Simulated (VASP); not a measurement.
# AlN (P6_3mc) in VASP: further runs

One crystal, AlN, is run at these levels: HSE06; tasks: single point.

Everything below comes from runs of VASP 6.6.1. Logs are shortened: lines on timing, memory, paths and dates and some standing lists are left out, and cuts for length are marked.

**1. The cell of the first run**

It takes space group P6_3mc (No. 186, hexagonal). Conventional cell: a = 3.064 Å, b = 3.064 Å, c = 4.886 Å, α = 90.00°, β = 90.00°, γ = 120.00°. Around Al (site symmetry 3m) lie 4 N at 1.86 to 1.87 Å. N (site symmetry 3m) has 4 Al at 1.86 to 1.87 Å as nearest neighbours.

The cell was built by a generator and needn't be a form met in nature.

**2. Single point, HSE06 (cell and atoms relaxed at 10 GPa)**

Contents of POSCAR:

```
AlN
1.0
    3.0637472281      0.0000000000      0.0000000000
   -1.5318736141      2.6532829304      0.0000000000
    0.0000000000      0.0000000000      4.8858912561
Al N
2 2
Direct
    0.3333333333      0.6666666667     -0.0005097720
    0.6666666667      0.3333333333      0.4994902280
    0.3333333333      0.6666666667      0.3825097720
    0.6666666667      0.3333333333      0.8825097720
```

Contents of INCAR.step1:

```
SYSTEM = AlN
PREC = Accurate
ENCUT = 520
EDIFF = 1E-5
ISMEAR = 0
SIGMA = 0.01
LREAL = .False.
LASPH = .True.
NELM = 100
ALGO = Normal
ISIF = 2
LWAVE = .True.
LCHARG = .False.
GGA = PE
NBANDS = 16
```

Contents of INCAR.step2:

```
SYSTEM = AlN
PREC = Accurate
ENCUT = 520
EDIFF = 1E-6
ISMEAR = 0
SIGMA = 0.01
LREAL = .False.
LASPH = .True.
NELM = 100
ALGO = Normal
ISIF = 2
LWAVE = .False.
LCHARG = .False.
GGA = PE
LHFCALC = .True.
HFSCREEN = 0.2079
PRECFOCK = Normal
ISTART = 1
NBANDS = 16
```

Contents of KPOINTS:

```
regular mesh
0
Gamma
  6 6 4
  0 0 0
```

Potentials or basis: VASP PAW PBE potentials, release 64 (Al, N).

Started as:

```
$ cat potpaw_PBE.64/Al/POTCAR potpaw_PBE.64/N/POTCAR > POTCAR
$ cp INCAR.step1 INCAR
$ mpirun -np 1 vasp_std > vasp.out
$ cp INCAR.step2 INCAR
$ mpirun -np 1 vasp_std > vasp.out
```

OUTCAR:

```text
SYSTEM = AlN
   PREC = Accurate
   ENCUT = 520
   EDIFF = 1E-6
   ISMEAR = 0
   LREAL = .False.
   LASPH = .True.
   NELM = 100
   ISIF = 2
   GGA = PE
   LHFCALC = .True.
   HFSCREEN = 0.2079
   PRECFOCK = Normal
   ISTART = 1

 ion  position               nearest neighbor table
   1  0.333  0.667  0.999-   4 1.86   4 1.86   4 1.86   3 1.87   2 3.02   2 3.02   2 3.02   2 3.02
                             2 3.02   2 3.02
   2  0.667  0.333  0.499-   3 1.86   3 1.86   3 1.86   4 1.87   1 3.02   1 3.02   1 3.02   1 3.02
                             1 3.02   1 3.02
   3  0.333  0.667  0.383-   2 1.86   2 1.86   2 1.86   1 1.87
   4  0.667  0.333  0.883-   1 1.86   1 1.86   1 1.86   2 1.87

  LATTYP: Found a hexagonal cell.
 ALAT       =     3.0637472281
 C/A-ratio  =     1.5947435909

  Lattice vectors:

 A1 = (   3.0637472281,   0.0000000000,   0.0000000000)
 A2 = (  -1.5318736141,   2.6532829304,   0.0000000000)
 A3 = (   0.0000000000,   0.0000000000,   4.8858912561)

Analysis of symmetry for initial positions (statically):
=====================================================================
 Subroutine PRICEL returns:
 Original cell was already a primitive cell.

 Routine SETGRP: Setting up the symmetry group for a
 hexagonal supercell.

 Subroutine GETGRP returns: Found 12 space group operations
 (whereof  6 operations were pure point group operations)
 out of a pool of 24 trial point group operations.

The static configuration has the point symmetry C_3v.
 The point group associated with its full space group is C_6v.

Analysis of symmetry for dynamics (positions and initial velocities):
=====================================================================
 Subroutine PRICEL returns:
 Original cell was already a primitive cell.

 Routine SETGRP: Setting up the symmetry group for a
 hexagonal supercell.

 Subroutine GETGRP returns: Found 12 space group operations
 (whereof  6 operations were pure point group operations)
 out of a pool of 24 trial point group operations.

The dynamic configuration has the point symmetry C_3v.
 The point group associated with its full space group is C_6v.

 Subroutine INISYM returns: Found 12 space group operations
 (whereof  6 operations are pure point group operations),
 and found     1 'primitive' translations

----------------------------------------------------------------------------------------

                                     Primitive cell

  volume of cell :      39.7174

  direct lattice vectors                    reciprocal lattice vectors
     3.063747228  0.000000000  0.000000000     0.326397684  0.188445791  0.000000000
    -1.531873614  2.653282930  0.000000000     0.000000000  0.376891582  0.000000000
     0.000000000  0.000000000  4.885891256     0.000000000  0.000000000  0.204670949

  length of vectors
     3.063747228  3.063747228  4.885891256     0.376891582  0.376891582  0.204670949

  position of ions in fractional coordinates (direct lattice)
     0.333333333  0.666666667  0.999490228
     0.666666667  0.333333333  0.499490228
     0.333333333  0.666666667  0.382509772
     0.666666667  0.333333333  0.882509772

  ion indices of the primitive-cell ions
   primitive index   ion index
                 1           1
                 2           2
                 3           3
                 4           4

----------------------------------------------------------------------------------------

 KPOINTS: regular mesh

Automatic generation of k-mesh.
 Grid dimensions read from file:
 generate k-points for:    6    6    4

 Generating k-lattice:

  Cartesian coordinates                     Fractional coordinates (reciprocal lattice)
     0.054399614  0.031407632  0.000000000     0.166666667  0.000000000  0.000000000
     0.000000000  0.062815264  0.000000000     0.000000000  0.166666667  0.000000000
     0.000000000  0.000000000  0.051167737     0.000000000  0.000000000  0.250000000

  Length of vectors
     0.062815264  0.062815264  0.051167737

  Shift w.r.t. Gamma in fractional coordinates (k-lattice)
     0.000000000  0.000000000  0.000000000

 Subroutine IBZKPT returns following result:
 ===========================================

 Found     21 irreducible k-points:

 Following reciprocal coordinates:
            Coordinates               Weight
  0.000000  0.000000  0.000000      1.000000
  0.166667  0.000000  0.000000      6.000000
  0.333333 -0.000000  0.000000      6.000000
  0.500000  0.000000  0.000000      3.000000
  0.166667  0.166667  0.000000      6.000000
  0.333333  0.166667  0.000000     12.000000
[... 13 lines left out ...]
  0.333333  0.166667  0.500000     12.000000
  0.333333  0.333333  0.500000      2.000000
   k-points           NKPTS =     21   k-points in BZ     NKDIM =    144   number of bands    NBANDS=     16
   number of dos      NEDOS =    301   number of ions     NIONS =      4
   total plane-waves  NPLWV =  20736
   dimension x,y,z NGX =    24 NGY =   24 NGZ =   36
   dimension x,y,z NGXF=    48 NGYF=   48 NGZF=   72
   ions per type =               2   2
   NGX,Y,Z   is equivalent  to a cutoff of  13.02, 13.02, 12.25 a.u.
   NGXF,Y,Z  is equivalent  to a cutoff of  26.05, 26.05, 24.50 a.u.
 SYSTEM =  AlN
   PREC   = accura    normal or accurate (medium, high low for compatibility)
   ISTART =      1    job   : 0-new  1-cont  2-samecut
   ICHARG =      0    charge: 1-file 2-atom 10-const
   ISPIN  =      1    spin polarized calculation?
   LNONCOLLINEAR =      F non collinear calculations
   LSORBIT =      F    spin-orbit coupling
   LASPH  =      T    aspherical Exc in radial PAW
   ENCUT  =  520.0 eV  38.22 Ry    6.18 a.u.   5.70  5.70  9.08*2*pi/ulx,y,z
   NELM   =    100;   NELMIN=  2; NELMDL=  0     # of ELM steps
   EDIFF  = 0.1E-05   stopping-criterion for ELM
   LREAL  =      F    real-space projection
   EDIFFG = 0.1E-04   stopping-criterion for IOM
   NSW    =      0    number of steps for IOM
   IBRION =     -1    ionic relax: 0-MD 1-quasi-New 2-CG
   NFREE  =      0    steps in history (QN), initial steepest desc. (CG)
   ISIF   =      2    stress and relaxation
   ISYM   =      3    0-nonsym 1-usesym 2-fastsym
   POTIM  = 0.5000    time-step for ionic-motion
   TEBEG  =    0.0;   TEEND  =   0.0 temperature during run
   PSTRESS=    0.0 pullay stress
   NELECT =      16.0000    total number of electrons
   NUPDOWN=      -1.0000    fix difference up-down
   EMIN   =  10.00;   EMAX   =-10.00  energy-range for DOS
   EFERMI =   0.00;   METHOD = LEGACY
   ISMEAR =     0;   SIGMA  =   0.01  broadening in eV -4-tet -1-fermi 0-gaus
   EFERMI_NEDOS =   21; number of points for ismear=-14 and -15
   IALGO  =     38    algorithm
   IMIX   =      1    mixing-type and parameters
     AMIX     =   0.40;   BMIX     =  1.00
     AMIX_MAG =   1.60;   BMIX_MAG =  1.00
  volume/ion in A,a.u.               =       9.93        67.01
  Fermi-wavevector in a.u.,A,eV,Ry     =   1.209079  2.284828 19.889981  1.461872
  Thomas-Fermi vector in A             =   2.344667
   LORBIT       =      0    0 simple, 1 ext, 2 COOP (PROOUT), +10 PAW based schemes
   GGA     = PE    functional components
   LHFCALC =     T    Hartree Fock is set to
   PRECFOCK=normal    Normal, Fast or Accurate (Low or Medium for compatibility)
   ENCUT4O =  -1.0   cutoff for four orbital integrals eV
   NKREDX  =     1    reduce k-point grid by
   NKREDY  =     1    reduce k-point grid by
   NKREDZ  =     1    reduce k-point grid by
   AEXX    =    0.2500 exact exchange contribution
   HFSCREEN=    0.2079 screening length (either q_TF or 0.3 A-1)
   HFSCREENC=   0.2079 screening length for correlation (either q_TF or 0.3 A-1)
   ENCUTFOCK=  -1.0 apply spherical cutoff to Coloumb kernel
   IVDW    =     0    specifies the selected vdW correction
   LEPSILON=     F    determine dielectric tensor
   LRPA    =     F    only Hartree local field effects (RPA)
 non-spin polarized calculation
 Gauss-broadening in eV      SIGMA  =   0.01
  energy-cutoff  :      520.00
  volume of cell :       39.72
 maximum number of plane-waves:      1087
 NGX is ok and might be reduce to    24
  NGX = 18; NGY = 18; NGZ = 28

 number of electron      15.9999997 magnetization

 Free energy of the ion-electron system (eV)
  ---------------------------------------------------
  ext. energy  EPLUGINS =         0.00000000
  ---------------------------------------------------
  free energy    TOTEN  =       -34.84202838 eV

  energy without entropy =      -34.84202838  energy(sigma->0) =      -34.84202838

 E-fermi :   5.8127     XC(G=0):  -9.1673

 val. band max:        5.7607708460   @ k =   0.0000   0.0000   0.0000
 cond. band min:      11.7752143474   @ k =   0.0000   0.0000   0.0000
 fundamental gap:      6.0144435014
 Fermi energy:         5.8126520623

 k-point     1 :       0.0000    0.0000    0.0000
  band No.  band energies     occupation
      1     -11.3032      2.00000
      2      -8.8274      2.00000
      3      -1.0115      2.00000
      4       4.7113      2.00000
      5       4.7113      2.00000
      6       5.4599      2.00000
[... 8 lines left out ...]
     15      21.0945      0.00000
     16      21.1094      0.00000

 k-point     2 :       0.1667    0.0000    0.0000
  band No.  band energies     occupation
      1     -10.9102      2.00000
      2      -8.6148      2.00000
      3      -0.5397      2.00000
      4       3.1626      2.00000
      5       4.0983      2.00000
      6       4.2674      2.00000
[... 8 lines left out ...]
     15      20.4128      0.00000
     16      20.5496      0.00000

 k-point     3 :       0.3333   -0.0000    0.0000
  band No.  band energies     occupation
      1      -9.8917      2.00000
      2      -8.2404      2.00000
      3       0.6844      2.00000
      4       0.7508      2.00000
      5       2.0391      2.00000
      6       3.5997      2.00000
[... 8 lines left out ...]
     15      20.2465      0.00000
     16      22.5406      0.00000
[... 305 lines left out ...]
 k-point    20 :       0.3333    0.1667    0.5000
  band No.  band energies     occupation
      1      -8.6511      2.00000
      2      -8.6511      2.00000
      3      -0.0627      2.00000
      4      -0.0627      2.00000
      5       2.7520      2.00000
      6       2.7520      2.00000
[... 8 lines left out ...]
     15      21.5274      0.00000
     16      21.5274      0.00000

 k-point    21 :       0.3333    0.3333    0.5000
  band No.  band energies     occupation
      1      -8.3920      2.00000
      2      -8.3920      2.00000
      3       0.3093      2.00000
      4       0.3093      2.00000
      5       1.3493      2.00000
      6       1.3493      2.00000
[... 8 lines left out ...]
     15      21.5756      0.00000
     16      21.5756      0.00000

------------------------ aborting loop because EDIFF is reached ----------------------------------------

  FORCE on cell =-STRESS in cart. coord.  units (eV):
  Direction    XX          YY          ZZ          XY          YZ          ZX
  --------------------------------------------------------------------------------------
  -------------------------------------------------------------------------------------
  Total        2.4403800      2.4403800      2.4823862     -0.0000000      0.0000000      0.0000000
  in kB       98.4436576     98.4436576    100.1381678     -0.0000000      0.0000000      0.0000000
  external PRESSURE =      99.0084943 kB  Pullay stress =       0.0000000 kB

 VOLUME and BASIS-vectors are now :
 -----------------------------------------------------------------------------
  energy-cutoff  :      520.00
  volume of cell :       39.72
      direct lattice vectors                 reciprocal lattice vectors
     3.063747228  0.000000000  0.000000000     0.326397684  0.188445791  0.000000000
    -1.531873614  2.653282930  0.000000000     0.000000000  0.376891582  0.000000000
     0.000000000  0.000000000  4.885891256     0.000000000  0.000000000  0.204670949

 POSITION                                       TOTAL-FORCE (eV/Angst)
 -----------------------------------------------------------------------------------
     -0.00000      1.76886      4.88340        -0.000000     -0.000000      0.003186
      1.53187      0.88443      2.44045         0.000000     -0.000000      0.003186
     -0.00000      1.76886      1.86890         0.000000     -0.000000     -0.003186
      1.53187      0.88443      4.31185        -0.000000      0.000000     -0.003186
 -----------------------------------------------------------------------------------
    total drift:                                0.000000      0.000000      0.000039

  FREE ENERGIE OF THE ION-ELECTRON SYSTEM (eV)
  ---------------------------------------------------
  free  energy   TOTEN  =       -34.8420283816 eV

  energy  without entropy=      -34.8420283816  energy(sigma->0) =      -34.84202838
```

It took 17 min on 1 thread of Intel Xeon Platinum 8488C (Sapphire Rapids), shared host; peak memory 0.25 GiB.

What came out:

| Item | Value |
| --- | --- |
| Free energy | -34.8420 eV |
| Pressure | 9.9 GPa |
| Largest force | 0.003 eV/Å |
| Band gap on the k mesh | 6.01 eV, direct |

Forces in eV/Å, atoms in the order of the input:
```
Al   0.000  0.000  0.003
Al   0.000  0.000  0.003
N    0.000  0.000 -0.003
N    0.000  0.000 -0.003
```

Levels at points of the mesh, in eV from the valence-band top:
| k point | band 6 | band 7 | band 8 | band 9 | band 10 | band 11 |
| --- | --- | --- | --- | --- | --- | --- |
| (0.00, 0.00, 0.00) | -0.30 | -0.30 | 0.00 | 6.01 | 8.53 | 12.91 |
| (0.50, 0.00, 0.00) | -2.44 | -2.00 | -0.83 | 7.30 | 7.32 | 10.14 |
| (0.00, 0.00, 0.50) | -0.69 | -0.69 | -0.69 | 8.38 | 8.38 | 12.43 |
| (0.50, 0.00, 0.50) | -1.72 | -1.55 | -1.55 | 6.82 | 6.82 | 11.09 |

Caveat: the PAW data sets were made with another functional, which shifts forces and pressure a little.

**3. Single point, HSE06 (cell and atoms relaxed at 0 GPa)**

Contents of POSCAR:

```
AlN
1.0
    3.1050599280      0.0000000000      0.0000000000
   -1.5525299640      2.6890607779      0.0000000000
    0.0000000000      0.0000000000      4.9680061424
Al N
2 2
Direct
    0.3333333333      0.6666666667     -0.0000457922
    0.6666666667      0.3333333333      0.4999542078
    0.3333333333      0.6666666667      0.3820457922
    0.6666666667      0.3333333333      0.8820457922
```

INCAR.step1 is that of step 2.

Edit INCAR.step2 of step 2 so:

```diff
@@ -3,3 +3,3 @@
 ENCUT = 520
-EDIFF = 1E-6
+EDIFF = 1E-7
 ISMEAR = 0
```

Contents of KPOINTS:

```
Automatic mesh
0
Gamma
  6 6 4
  0 0 0
```

Potentials or basis: VASP PAW PBE potentials, release 64 (Al, N).

Started as:

```
$ cat potpaw_PBE.64/Al/POTCAR potpaw_PBE.64/N/POTCAR > POTCAR
$ cp INCAR.step1 INCAR
$ mpirun -np 1 vasp_std > vasp.out
$ cp INCAR.step2 INCAR
$ mpirun -np 1 vasp_std > vasp.out
```

Wall time 30 min (1 thread of Intel Xeon Platinum 8259CL at 2.50GHz (Skylake/Cascade Lake), shared host); peak memory 0.26 GiB.

Results (log left out):

- Free energy: -34.8950 eV
- Pressure: -0.1 GPa
- Largest force: 0.005 eV/Å
- Band gap on the k mesh: 5.61 eV, direct

Forces in eV/Å, atoms in the order of the input:
```
Al   0.000  0.000  0.005
Al   0.000  0.000  0.005
N    0.000  0.000 -0.005
N    0.000  0.000 -0.005
```

Stress tensor (GPa, compression positive):
```
-0.19  0.00  0.00
 0.00 -0.19  0.00
 0.00  0.00 -0.05
```

Levels at points of the mesh, in eV from the valence-band top:
| k point | band 4 | band 5 | band 6 | band 7 | band 8 | band 9 | band 10 | band 11 | band 12 | band 13 |
| --- | --- | --- | --- | --- | --- | --- | --- | --- | --- | --- |
| (0.00, 0.00, 0.00) | -0.98 | -0.98 | -0.25 | -0.25 | 0.00 | 5.61 | 8.17 | 12.52 | 12.79 | 12.79 |
| (0.50, 0.00, 0.00) | -4.56 | -3.67 | -2.33 | -1.91 | -0.78 | 7.18 | 7.18 | 9.77 | 12.11 | 12.53 |
| (0.00, 0.00, 0.50) | -3.61 | -0.63 | -0.63 | -0.63 | -0.63 | 7.99 | 7.99 | 12.05 | 12.05 | 13.12 |
| (0.50, 0.00, 0.50) | -6.12 | -1.64 | -1.64 | -1.50 | -1.50 | 6.66 | 6.66 | 10.82 | 10.82 | 13.83 |

Caveat: the PAW data sets were made with another functional, which shifts forces and pressure a little.
